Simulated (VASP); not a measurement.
Set up this calculation in VASP 6.6.1, as the native input.

| Quantity | Value |
| --- | --- |
| Task | single point |
| Functional | PBEsol |
| Potentials or basis | VASP PAW PBE potentials, release 64 (Au) |
| Cutoff | 520 eV |
| k mesh | 11 × 11 × 6 |
| Occupations | fermi-dirac, width 0.05 eV |
| Spin | no spin polarisation |
| Ladder | free |
| Further INCAR settings | ALGO = Normal; EDIFF = 1e-07; NBANDS = 18 |

The structure of Au lies in POSCAR:

```
Au
1.0
    1.4113099650     -2.5559330250      0.0000000000
    1.4113099650      2.5559330250      0.0000000000
    0.0000000000      0.0000000000      4.8931696100
Au
2
Direct
    0.3346720300      0.6653279700      0.2500000000
    0.6653279700      0.3346720300      0.7500000000
```

This isn't the form of Au at room conditions, which is fcc.

The input as run:

INCAR

```
SYSTEM = Au
PREC = Accurate
ENCUT = 520
EDIFF = 1E-7
ISMEAR = -1
SIGMA = 0.05
LREAL = .False.
LASPH = .True.
NELM = 60
ALGO = Normal
ISIF = 2
LWAVE = .False.
LCHARG = .True.
GGA = PS
LELF = .True.
LVHAR = .True.
NBANDS = 18
```

KPOINTS

```
regular mesh
0
Gamma
  11 11 6
  0 0 0
```

Potentials or basis: VASP PAW PBE potentials, release 64 (Au).

Run with:

```console
$ cat potpaw_PBE.64/Au/POTCAR > POTCAR
$ mpirun -np 1 vasp_std > vasp.out
```

It gave:

```json
{"Pressure": "-5.5 GPa", "Largest force": "0.020 eV/Å", "Band gap on the k mesh": "none (metal or under the smearing width)"}
```

Caveat: the PAW data sets were made with another functional, which shifts forces and pressure a little.

Wall time 20 s on 1 thread of Intel(R) Xeon(R) 6975P-C (Granite Rapids), on a shared host, peak memory 0.21 GiB.
